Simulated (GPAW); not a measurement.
Al2Au:

```
Au Al
1.0
     0.00000    3.00000    3.00000
     3.00000    0.00000    3.00000
     3.00000    3.00000    0.00000
Au Al
1 2
Direct
  0.00000 0.00000 0.00000
  0.75000 0.75000 0.75000
  0.25000 0.25000 0.25000
```

Base run:

| Item | Value |
| --- | --- |
| Program | GPAW 26.7.0 |
| Functional | SCAN |
| Potentials or basis | GPAW PAW data sets (gpaw-data 1.2.1) |
| Cutoff | 600 eV |
| Basis | pw |
| k mesh | 8 × 8 × 8 |
| Occupations | fermi-dirac, width 0.05 eV |
| Spin | no spin polarisation |

Its results: pressure -1.3 GPa.

Task: The run is repeated on the same cell with these changes: functional from SCAN to PW91; potentials or basis from GPAW PAW data sets (gpaw-data 1.2.1) to PAW data sets generated in the run's folder for this functional. What comes out?

Result: Pressure 3.5 GPa.

Caveats: with this Au data set, volumes or pressures lay over 1.5 % or 2 GPa off other programs in two to four cells of ten; the PAW data sets were made with another functional, which shifts forces and pressure a little (some runs).
